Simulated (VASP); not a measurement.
VASP 6.6.1 run: MgTe

INCAR

```
ISIF = 2
IBRION = -1
LWAVE = .FALSE.
NSW = 0
SIGMA = 0.02
EDIFF = 1E-7
ISMEAR = -1
GGA = PE
NELM = 120
LREAL = .FALSE.
NBANDS = 16
ENCUT = 520
IVDW = 21
LCHARG = .FALSE.
LASPH = .TRUE.
PREC = Accurate
```

KPOINTS

```
KPOINTS created by Atomic Simulation Environment
0
Gamma
6 6 4
0 0 0
```

POSCAR

```
Mg Te
 1.0000000000000000
     4.4375599846110374    0.0000000000000000    0.0000000000000000
    -2.2187799923055187    3.8430396774904412    0.0000000000000000
     0.0000000000000000    0.0000000000000000    7.2269635646000001
 Mg  Te
   2   2
Cartesian
  0.0000000000000000  2.5620264516602935 -0.0043943602543295
  2.2187799923055187  1.2810132258301468  3.6090874220456706
  0.0000000000000000  2.5620264516602935  2.7145056969793293
  2.2187799923055187  1.2810132258301468  6.3279874792793303
```

The recommended PBE PAW datasets give the neutral cell 16 valence electrons.

Command

```
mpirun -np 1 vasp_std
```

OSZICAR

```
N       E                     dE             d eps       ncg     rms          rms(c)
DAV:   1     0.539044442246E+02    0.53904E+02   -0.52230E+03   672   0.767E+02
DAV:   2    -0.873764057144E+01   -0.62642E+02   -0.57099E+02   960   0.114E+02
DAV:   3    -0.128824682108E+02   -0.41448E+01   -0.41288E+01   896   0.318E+01
DAV:   4    -0.129599126433E+02   -0.77444E-01   -0.77440E-01   920   0.514E+00
DAV:   5    -0.129603357541E+02   -0.42311E-03   -0.42311E-03   928   0.376E-01    0.429E+00
DAV:   6    -0.126508555976E+02    0.30948E+00   -0.35542E-01   736   0.248E+00    0.295E+00
DAV:   7    -0.126051954344E+02    0.45660E-01   -0.30830E-01   832   0.233E+00    0.130E+00
DAV:   8    -0.126093473462E+02   -0.41519E-02   -0.17809E-02   696   0.660E-01    0.250E-01
DAV:   9    -0.126092403058E+02    0.10704E-03   -0.53124E-04   848   0.139E-01    0.127E-01
DAV:  10    -0.126095642584E+02   -0.32395E-03   -0.56718E-04   712   0.119E-01    0.469E-02
DAV:  11    -0.126095503248E+02    0.13934E-04   -0.34350E-05   848   0.255E-02    0.176E-02
DAV:  12    -0.126095532713E+02   -0.29465E-05   -0.71585E-06   784   0.135E-02    0.954E-03
DAV:  13    -0.126095535856E+02   -0.31430E-06   -0.37750E-07   848   0.331E-03    0.230E-03
DAV:  14    -0.126095536123E+02   -0.26681E-07   -0.20283E-08   584   0.768E-04
   1 F= -.13123144E+02 E0= -.13123144E+02  d E =-.177428E-10
```

From OUTCAR

```
k-points           NKPTS =     21   k-points in BZ     NKDIM =     21   number of bands    NBANDS=     16

   NELECT =      16.0000    total number of electrons

   dimension x,y,z NGX =    36 NGY =   36 NGZ =   54
   dimension x,y,z NGXF=    72 NGYF=   72 NGZF=  108

  energy-cutoff  :      520.00
  volume of cell :      123.25
      direct lattice vectors                 reciprocal lattice vectors
     4.437559985  0.000000000  0.000000000     0.225349066  0.130105344  0.000000000
    -2.218779992  3.843039677  0.000000000     0.000000000  0.260210688  0.000000000
     0.000000000  0.000000000  7.226963565     0.000000000  0.000000000  0.138370699

 k-points in reciprocal lattice and weights: KPOINTS created by Atomic Simulation Env
   0.00000000  0.00000000  0.00000000       0.007
   0.16666667  0.00000000  0.00000000       0.042
   0.33333333 -0.00000000  0.00000000       0.042
   0.50000000  0.00000000  0.00000000       0.021
   0.16666667  0.16666667  0.00000000       0.042
   0.33333333  0.16666667  0.00000000       0.083
   0.33333333  0.33333333  0.00000000       0.014
   0.00000000  0.00000000  0.25000000       0.014
   ...

 E-fermi :   2.9979

 k-point     1 :       0.0000    0.0000    0.0000
  band No.  band energies     occupation
      1      -7.9636      2.00000
      2      -7.2247      2.00000
      3      -1.0077      2.00000
      4       2.0419      2.00000
      5       2.0419      2.00000
      6       2.5809      2.00000
      7       2.5809      2.00000
      8       2.5851      2.00000
      9       5.4782      0.00000
     10       5.7616      0.00000
     11       7.9599      0.00000
     12       7.9599      0.00000
     13       8.3574      0.00000
     14       8.9879      0.00000
     15       8.9879      0.00000
     16       9.8875      0.00000

 k-point     2 :       0.1667    0.0000    0.0000
  band No.  band energies     occupation
      1      -7.8246      2.00000
      2      -7.1471      2.00000
      3      -0.8145      2.00000
      4       1.0915      2.00000
      5       1.5873      2.00000
      6       1.7769      2.00000
      7       2.4390      2.00000
      8       2.4681      2.00000
      9       6.3936      0.00000
     10       6.4713      0.00000
     11       7.7471      0.00000
     12       8.2478      0.00000
     13       8.3556      0.00000
     14       8.8382      0.00000
     15       9.0653      0.00000
     16       9.4953      0.00000

 k-point     3 :       0.3333   -0.0000    0.0000
  band No.  band energies     occupation
      1      -7.4867      2.00000
      2      -7.0094      2.00000
      3      -0.4849      2.00000
      4       0.0187      2.00000
      5       0.3258      2.00000
      6       1.3755      2.00000
      7       1.9403      2.00000
      8       2.2148      2.00000
      9       5.9978      0.00000
     10       6.7904      0.00000
     11       7.2192      0.00000
     12       8.2928      0.00000
     13       8.6745      0.00000
     14       9.6113      0.00000
     15       9.8339      0.00000
     16      10.7434      0.00000

 ...

  Total       3.05922     3.05922     2.99457     0.00000     0.00000     0.00000
  in kB      39.76915    39.76915    38.92866     0.00000     0.00000     0.00000
  external pressure =       39.49 kB  Pullay stress =        0.00 kB

 POSITION                                       TOTAL-FORCE (eV/Angst)
 -----------------------------------------------------------------------------------
      0.00000      2.56203      7.22257        -0.000000      0.000000     -0.003982
      2.21878      1.28101      3.60909         0.000000     -0.000000     -0.003982
      0.00000      2.56203      2.71451        -0.000000      0.000000      0.003982
      2.21878      1.28101      6.32799         0.000000     -0.000000      0.003982
 -----------------------------------------------------------------------------------
    total drift:                               -0.000000     -0.000000     -0.000452

  FREE ENERGIE OF THE ION-ELECTRON SYSTEM (eV)
  ---------------------------------------------------
  free  energy   TOTEN  =       -13.1231443260 eV

  energy  without entropy=      -13.1231443260  energy(sigma->0) =      -13.12314433
```

It converged. Results: gap between bands v and c on the k mesh 2.89 eV; least direct gap on the k mesh 2.89 eV; pressure 3.9 GPa. Band v is the last that the valence electrons fill when counted band by band, and c is the next.

For comparison, a separate PBE run of the intended cell, on usual settings and not on those above, gives a gap of 2.89 eV on its mesh and a pressure of 4.8 GPa.

The run above took about 3 min on one core of a shared host (Intel Xeon Platinum 8488C) and held 0.25 GiB at most.
